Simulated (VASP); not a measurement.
Here is a VASP 6.6.1 calculation.

File INCAR:

```
SYSTEM = BaTe
PREC = Accurate ; ENCUT = 520
EDIFF = 1E-7 ; ISMEAR = 0
SIGMA = 0.05 ; LREAL = .FALSE.
LASPH = .TRUE. ; NELM = 100
ALGO = Normal ; ISIF = 2
LWAVE = .FALSE. ; LCHARG = .FALSE.
GGA = PS ; NBANDS = 15
```

KPOINTS

```
regular mesh
0
G
  8 8 8
  0 0 0
```

POSCAR

```
BaTe
1.0
    0.0000000000      3.4713974052      3.4713974052
    3.4713974052      0.0000000000      3.4713974052
    3.4713974052      3.4713974052      0.0000000000
Ba Te
1 1
Direct
    0.0000000000      0.0000000000      0.0000000000
    0.5000000000      0.5000000000      0.5000000000
```

Potentials or basis: VASP PAW PBE potentials, release 64 (Ba_sv, Te).

Launch:

```bash
$ cat potpaw_PBE.64/Ba_sv/POTCAR potpaw_PBE.64/Te/POTCAR > POTCAR
$ mpirun -np 1 vasp_std > vasp.out
```

**Question.** What does it give for the band gap on the k mesh?

**Answer.** 1.37 eV, indirect (least direct gap 1.76 eV).

**Question.** Predict the pressure.

**Answer.** 0.4 GPa.

Caveat: the PAW data sets were made with another functional, which shifts forces and pressure a little; spin-orbit coupling is left out, which moves the levels of the heavy elements. A k mesh can miss the band edges.
